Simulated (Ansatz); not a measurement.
Input and command of a calculation in Ansatz (plane waves; scalar-relativistic PAW potentials unless the input names others):

```yaml
crystal:
  lattice:
    - [5.468829, -0.098757, -0.261184]
    - [-0.098757, 5.746348, -0.012091]
    - [-0.261184, -0.012091, 5.582925]
  atoms:
    - { symbol: Ga, position: [0.9866061796, 0.7412086205, 0.9303267528] }
    - { symbol: Ga, position: [0.6069948088, 0.5684288893, 0.7129204946] }
    - { symbol: Ga, position: [0.8579581772, 0.9531969706, 0.4271442096] }
    - { symbol: Ga, position: [0.1202063856, 0.2393969248, 0.1303131448] }
    - { symbol: Ga, position: [0.4893543633, 0.7638023541, 0.156384659] }
    - { symbol: Ga, position: [0.540826586, 0.2512859226, 0.9508536708] }
    - { symbol: Ga, position: [0.0488873078, 0.4946014602, 0.5159057011] }
    - { symbol: "N", position: [0.7859899329, 0.0220560852, 0.9869836375] }
    - { symbol: "N", position: [0.2726307085, 0.4605251544, 0.8161383103] }
    - { symbol: "N", position: [0.1782857253, 0.961774981, 0.604271462] }
    - { symbol: "N", position: [0.3923895479, 0.9661894316, 0.7260656114] }
    - { symbol: "N", position: [0.7375157838, 0.5259058485, 0.1194119693] }
    - { symbol: "N", position: [0.2362619154, 0.9127326818, 0.2436339439] }
    - { symbol: "N", position: [0.7909195482, 0.3053250199, 0.4668185369] }
basis:
  ecutwfc: "22.0 Ry"
kpoints:
  mp_grid: { grid: [4, 4, 4] }
hamiltonian:
  xc: pbe
scf:
  occupations: { method: fermi_dirac, width: 0.2482 }
  n_extra_bands: 16
output:
  forces: true
  eigenvalues: true
  stress: true
```

```bash
ansatz run input.yaml --threads 2 --pin off --max-ram 5120MiB --backend cpu --events-out ev --progress --plain --runs-dir out
```

Abridged log:
```
Warning: basis.ecutwfc = 299.32524870 eV is below the records' recommended 420 eV, and the density's cutoff is lower with it unless basis.ecutrho_ratio is high enough to keep the records' density cutoff: compare with a run at a higher cutoff
Basis set: ecut = 299.32524870 eV, 2049 PW (Γ), exchange–correlation on 64×72×64 points (8 copies of the dense FFT grid, shifted against one another)
Bands: 79, of which v1, the nominal top of the filled ones, is band 63 counted from 1 (62 counted from 0)
Symmetry: 1 space group operations
k-points: 36 of 64 (time reversal used)
SCF iter   1: F=—  HF=-29155.027460 eV  |F-HF|=—  |Δ(HF+E_count)|=         —  Δρ=1.21e-2  dr2=1.70e-1  ethr=1.77e-3  ⟨swp⟩=5.8  Hψ=9875  notcnv=0
SCF iter   2: F=—  HF=-29155.052951 eV  |F-HF|=—  |Δ(HF+E_count)|=   2.55e-2  Δρ=8.53e-3  dr2=7.01e-2  ethr=1.35e-4  ⟨swp⟩=2.0  Hψ=5531  notcnv=0
SCF iter   3: F=—  HF=-29154.996606 eV  |F-HF|=—  |Δ(HF+E_count)|=   5.63e-2  Δρ=2.34e-3  dr2=7.06e-3  ethr=5.56e-5  ⟨swp⟩=2.0  Hψ=5094  notcnv=0
SCF iter   4: F=—  HF=-29154.990754 eV  |F-HF|=—  |Δ(HF+E_count)|=   5.85e-3  Δρ=3.84e-4  dr2=2.14e-4  ethr=5.60e-6  ⟨swp⟩=2.0  Hψ=5081  notcnv=0
SCF iter   5: F=—  HF=-29154.990743 eV  |F-HF|=—  |Δ(HF+E_count)|=   1.13e-5  Δρ=1.07e-4  dr2=1.89e-5  ethr=1.69e-7  ⟨swp⟩=2.0  Hψ=5065  notcnv=0
SCF iter   6: F=—  HF=-29154.990739 eV  |F-HF|=—  |Δ(HF+E_count)|=   4.06e-6  Δρ=3.30e-5  dr2=1.72e-6  ethr=1.50e-8  ⟨swp⟩=2.2  Hψ=5052  notcnv=0
SCF iter   7: F=—  HF=-29154.990739 eV  |F-HF|=—  |Δ(HF+E_count)|=   6.12e-7  Δρ=9.55e-6  dr2=1.17e-7  ethr=1.36e-9  ⟨swp⟩=2.0  Hψ=4930  notcnv=0
SCF iter   8: F=-29154.990739 eV  HF=-29154.990739 eV  |F-HF|=9.78e-9  |Δ(HF+E_count)|=   2.66e-8  Δρ=2.91e-6  dr2=1.10e-8  ethr=7.94e-11  ⟨swp⟩=5.2  Hψ=9597  notcnv=0
SCF 1 converged in 8 iterations: F = -29154.990739 eV  dr2 = 1.10e-8
SCF converged after 8 iterations
Free energy (F): -29154.990739 eV
Harris-Foulkes:  -29154.990739 eV  (|F-HF|=9.78e-9)
Internal energy: -29154.185235 eV  (E = F + TS)
E sigma→0 (E₀):  -29154.587987 eV
Entropy (-TS):   -0.805505 eV (-57.536 meV/atom)
Fermi energy:    9.745004 eV
--- Forces (eV/Å), atoms counted from 1 ---
  atom   1  Ga     0.17871085     0.66677740     1.64154044
  atom   2  Ga    -0.46504793     1.53905490    -2.62438975
  atom   3  Ga    -1.41066019     1.16564516     0.09283443
  atom   4  Ga    -0.93389109    -0.47336654    -0.07332800
  atom   5  Ga     2.65484571    -1.33803290    -0.43370463
  atom   6  Ga     0.79801223    -1.87389516     0.96452717
  atom   7  Ga     3.21673793     1.04780957     0.22448575
  atom   8  N      1.61794487     0.53240559     1.79710731
  atom   9  N     -0.42418666     0.49504720    -0.09858141
  atom  10  N      5.95431353    -0.20787117     4.00453236
  atom  11  N     -5.13439281    -0.11833078    -2.75519888
  atom  12  N     -0.60777654     0.50953908    -1.66604096
  atom  13  N     -2.32040535     0.32431800    -1.75136623
  atom  14  N     -3.12421959    -2.26910019     0.67757057
--- Stress (GPa, compression-positive) ---
        5.441957       3.759423       0.384422
        3.759423       6.266336      -3.006401
        0.384422      -3.006401       6.630712
  P = ⅓ Tr σ = 6.1130 GPa (61.130 kbar)
```

Apart from outputs, the input differs from a reference run on usual settings in scf.n_extra_bands: not typed → 16; basis.ecutwfc: 420 → "22.0 Ry". The reference, at the same geometry (not necessarily relaxed), gave pressure 5.39 GPa, largest force 7.431 eV/Å, gap on the mesh 0.03 eV. This run converged in 8 SCF iterations (reference: 7) with an energy at zero smearing 195 meV/atom above the reference's, pressure 6.11 GPa, largest force 7.179 eV/Å, gap on the mesh 0.03 eV. Its cutoff is looser than usual, and the result moved.

The run took 18 s on 2 threads of Intel(R) Xeon(R) Processor @ 2.70GHz, on a shared host, peak memory 0.53 GiB.